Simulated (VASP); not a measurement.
Set up this calculation in VASP 6.6.1, as the native input.

| Item | Value |
| --- | --- |
| Task | single point |
| Functional | PBEsol |
| Potentials or basis | VASP PAW PBE potentials, release 64 (Cd, S) |
| Cutoff | 520 eV |
| k mesh | 7 × 4 × 1 |
| Occupations | gaussian, width 0.03 eV |
| Spin | no spin polarisation |
| Dipole correction | yes |
| Further INCAR settings | ALGO = Normal; EDIFF = 1e-06 |

The structure of CdS lies in POSCAR:

```
CdS
1.0
    4.1314641900      0.0000000000      0.0000000000
    0.0000000000      6.7246190000      0.0000000000
    0.0000000000      0.0000000000     26.9265118300
Cd S
8 8
Direct
    0.9999994400      0.0006810000      0.2785358900
    0.5000004200      0.5006810000      0.3228287900
    0.4999993900      0.0006810000      0.4114143300
    0.0000003800      0.5006810000      0.4557072300
    0.9999993500      0.0006810000      0.5442927700
    0.5000003300      0.5006810000      0.5885856700
    0.4999993000      0.0006810000      0.6771712100
    0.0000002800      0.5006810000      0.7214641100
    0.9999994400      0.6243190000      0.2785358900
    0.5000004200      0.1243190000      0.3228287900
    0.4999993900      0.6243190000      0.4114143300
    0.0000003800      0.1243190000      0.4557072300
    0.9999993500      0.6243190000      0.5442927700
    0.5000003300      0.1243190000      0.5885856700
    0.4999993000      0.6243190000      0.6771712100
    0.0000002800      0.1243190000      0.7214641100
```

These files were run (other wordings do the same):

INCAR

```
SYSTEM = CdS
ALGO = Normal ; DIPOL = 0.5 0.5 0.500
EDIFF = 1E-6 ; ENCUT = 520
GGA = PS ; ICORELEVEL = 1
IDIPOL = 3 ; ISIF = 2
ISMEAR = 0 ; LASPH = .True.
LCHARG = .False. ; LDIPOL = .True.
LREAL = .False. ; LVACPOTAV = .True.
LVHAR = .True. ; LWAVE = .False.
NELM = 80 ; PREC = Accurate
SIGMA = 0.03
```

KPOINTS

```
k-points
0
Gamma
  7 4 1
  0 0 0
```

Potentials or basis: VASP PAW PBE potentials, release 64 (Cd, S).

Command:

```sh
$ cat potpaw_PBE.64/Cd/POTCAR potpaw_PBE.64/S/POTCAR > POTCAR
$ mpirun -np 4 vasp_std > vasp.out
```

Results of the run:

- Largest force: 1.320 eV/Å
- Band gap on the k mesh: 0.80 eV, direct
- Ionisation potential of the upper face: 5.14 eV

Caveat: the PAW data sets were made with another functional, which shifts forces and pressure a little.

Run time: 16 min on 4 MPI ranks on Intel(R) Xeon(R) Platinum 8259CL CPU @ 2.50GHz (Skylake/Cascade Lake) (shared host), peak memory 0.4 GiB a rank.
